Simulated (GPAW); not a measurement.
Here is a GPAW 26.7.0 calculation.

The input run.py:

```python
from ase import Atoms
from ase.dft.bandgap import bandgap
from ase.io import write
from ase.units import GPa
from gpaw import GPAW, PW

atoms = Atoms(['Sn', 'S', 'S'],
              cell=[[3.648, 0.0, 0.0],
                    [-1.824, 3.159260673, 0.0],
                    [0.0, 0.0, 5.899]],
              scaled_positions=[[0.0, 0.0, 0.0],
                                [0.3333333333, 0.6666666667, 0.25],
                                [0.6666666667, 0.3333333333, 0.75]],
              pbc=True)

calc = GPAW(mode=PW(600),
            xc='LDA',
            kpts={'size': (8, 8, 5), 'gamma': True},
            occupations={'name': 'fermi-dirac', 'width': 0.05},
            nbands=24,
            convergence={'density': 1e-05, 'energy': 1e-05},
            maxiter=150,
            txt='gpaw.txt')
atoms.calc = calc
energy = atoms.get_potential_energy()
forces = atoms.get_forces()
stress = atoms.get_stress()
calc.write('gs.gpw')
write('result.traj', atoms)
print(f'Energy: {energy:.6f} eV')
print('Forces (eV/A):')
print(forces.round(4))
print('Stress (GPa):', (stress / GPa).round(3))
print('Fermi level:', round(calc.get_fermi_level(), 4), 'eV')
print(f'Gap: {bandgap(calc)[0]:.4f} eV, direct: {bandgap(calc, direct=True)[0]:.4f} eV')

path = atoms.cell.bandpath('GMKGALHA,LM,KH', npoints=80, eps=1e-4)
bs_calc = calc.fixed_density(kpts=path, symmetry='off', nbands=38,
                             convergence={'bands': 'CBM+6.0', 'eigenstates': 1e-6}, txt='bands.txt')
bs = bs_calc.band_structure()
bs.write('bs.json')
print(f'Gap on the path: {bandgap(bs_calc)[0]:.4f} eV')
```

Potentials or basis: the program's PAW data sets (release 1.2.1) made for this functional, pw.

Run with:

```bash
$ OMP_NUM_THREADS=1 python run.py
```

Q: Predict the band gap on the k mesh.

A: 1.28 eV, indirect (least direct gap 1.70 eV).

Q: Estimate the band gap along the path.

A: 1.23 eV, indirect (least direct gap 1.70 eV).

Q: Predict the pressure.

A: -1.8 GPa.

Stress tensor (GPa, compression positive):
```
-1.78  0.00  0.00
 0.00 -1.78  0.00
 0.00  0.00 -1.92
```

Caveat: spin-orbit coupling is left out, which moves the levels of the heavy elements.
